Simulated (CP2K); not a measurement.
**Al2O3 under changes of volume**

One of the cells (11.946 Å³/atom); the others are scaled copies at fixed shape and fractional positions:

```
CELL_PARAMETERS angstrom
3.01748 0.00000 0.00000
-1.50874 2.61322 0.00000
0.00000 0.00000 7.57464
ATOMIC_POSITIONS crystal
Al 0.00000 0.00000 0.72205
Al 0.00000 0.00000 0.27795
O 0.00000 0.00000 0.50000
O 0.66667 0.33333 0.80055
O 0.33333 0.66667 0.19945
```

Measurements of this composition are mostly on another form, of space group No. 167.

| Property | Result |
| --- | --- |
| Program | CP2K 2026.2 |
| Functional | PBE |
| Potentials or basis | POTENTIAL_UZH Al GTH-PBE-q3, O GTH-PBE-q6; TZVP-MOLOPT-PBE-GTH basis |
| Density cutoff | 8163 eV |
| k mesh | 10 × 10 × 4 |
| Occupations | fermi-dirac, width 0.05 eV |
| Spin | no spin polarisation |

```tsv
volume (Å³/atom)	energy over the lowest point (meV/atom)	pressure (GPa)	gap on the mesh (eV)	largest force (eV/Å)
11.229	15.62	9.1	2.68	0.419
11.468	?	?	?	?
11.707	0.00	1.6	2.38	0.050
11.946	0.01	-1.6	2.24	0.206
12.185	4.59	-4.5	2.11	0.372
12.424	13.28	-7.1	1.97	0.526
12.662	25.71	-9.5	1.85	0.671
```

Question: What does the run at 11.468 Å³/atom give?

Answer: Energy over the lowest point 5.02 meV/atom; pressure 5.2 GPa; gap on the mesh 2.53 eV; largest force 0.228 eV/Å.

Worked out: A Birch-Murnaghan fit of order 3 (a polynomial in V^(-2/3)) to the other rows has its minimum at 11.83 Å³/atom with B0 = V·E''(V) = 159 GPa and B' = 3.8 at fixed shape and positions, which overstates the stiffness. It gives 5.03 meV/atom at 11.468 Å³/atom, against the run's 5.02, and -dE/dV = 5.2 GPa, against 5.2. A straight line through the other rows of the gap, of slope -6.92 eV per unit of ln V (its deformation potential), gives 2.53 eV, against the run's 2.53.

Energies are extrapolated to zero smearing.

Caveats: the basis of atomic orbitals isn't converged, which shifts pressures, moduli and gaps.

A mesh can miss the band edges.
